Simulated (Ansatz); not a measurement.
**Effect of uniaxial strain ε_zz = +0.56 % on GeTe**

The reference is GeTe (space group R3m, No. 160).

```
GeTe
1.0
    2.08109     1.20152     3.48795
   -2.08109     1.20152     3.48795
    0.00000    -2.40303     3.48795
Ge Te
1 1
Cartesian
  0.00000   0.00000   2.49398
  0.00000   0.00000   7.96987
```

Cartesian axes are those of the cell as printed.

Now apply this change: uniaxial strain ε_zz = +0.56 %, all other strain components held at zero, atoms relaxed at fixed cell.

Calculations: PBEsol/PAW in Ansatz (an electronic-structure program), without spin-orbit coupling, earlier PAW set. k-mesh 10×10×10 (Γ-centred); smearing 0.05 eV (Fermi–Dirac).

```tsv
quantity	base	changed	shift
volume per atom	26.16 Å³	26.31 Å³	+0.15 Å³
space group	R3m (No. 160)	R3m (No. 160)	–
energy relative to the base (free energy F)	0 meV/atom	+0.1 meV/atom	+0.1 meV/atom
pressure (mean of the normal stresses, compression positive)	0.00 GPa	-0.21 GPa	-0.215 GPa
band gap (an upper bound: an edge found on the path is not a true extremum; both cells)	0.51 eV	0.52 eV	+0.01 eV
stress (xx, yy, zz, yz, xz, xy; compression positive)	–	(-0.15, -0.15, -0.33, 0.00, 0.00, 0.00) GPa	–
```

Spin-orbit coupling, missing from the scalar runs, can matter with Te. Stability against distortions was not tested.
